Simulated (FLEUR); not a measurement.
The system is Zr.

```
Zr
1.0
     3.23200    0.00000    0.00000
    -1.61600    2.79899    0.00000
     0.00000    0.00000    5.14700
Zr
2
Direct
  0.66667 0.33333 0.75000
  0.33333 0.66667 0.25000
```

- Program: FLEUR MaX-R8.1 (later development tree)
- Task: single point
- Functional: PBE
- Potentials or basis: all-electron
- Basis: FLAPW
- Kmax: 4.1 1/bohr
- k mesh: 9 × 9 × 5
- Occupations: fermi-dirac, width 0.05 eV
- Spin: no spin polarisation
- Gmax: 12.7 1/bohr
- Muffin-tin radii: Zr 2.66 bohr
- lmax: Zr 11
- Local orbitals a species: Zr 5
- Max iterations: 60
- Mixing factor: 0.05
- Mixer: Anderson
- Mixer history: 15
- Density convergence: 1e-05 me/bohr^3

On this cell: largest force under 0.003 eV/Å; band gap on the k mesh none (metal or under the smearing width).

The same run follows on a disturbed copy (atoms moved at random, drawn with an rms of 0.05 Å):

```
Zr
1.0
     3.23200    0.00000    0.00000
    -1.61600    2.79899    0.00000
     0.00000    0.00000    5.14700
Zr
2
Cartesian
  1.5928 0.9479 3.8560
  0.0189 1.9105 1.2588
```

What changes?

The energy (extrapolated to zero smearing) moves by +1.1 meV/atom; largest force 0.107 eV/Å; band gap on the k mesh none (metal or under the smearing width).

Forces in eV/Å, atoms in the order of the input:
```
Zr   0.038  0.027 -0.096
Zr  -0.038 -0.027  0.096
```
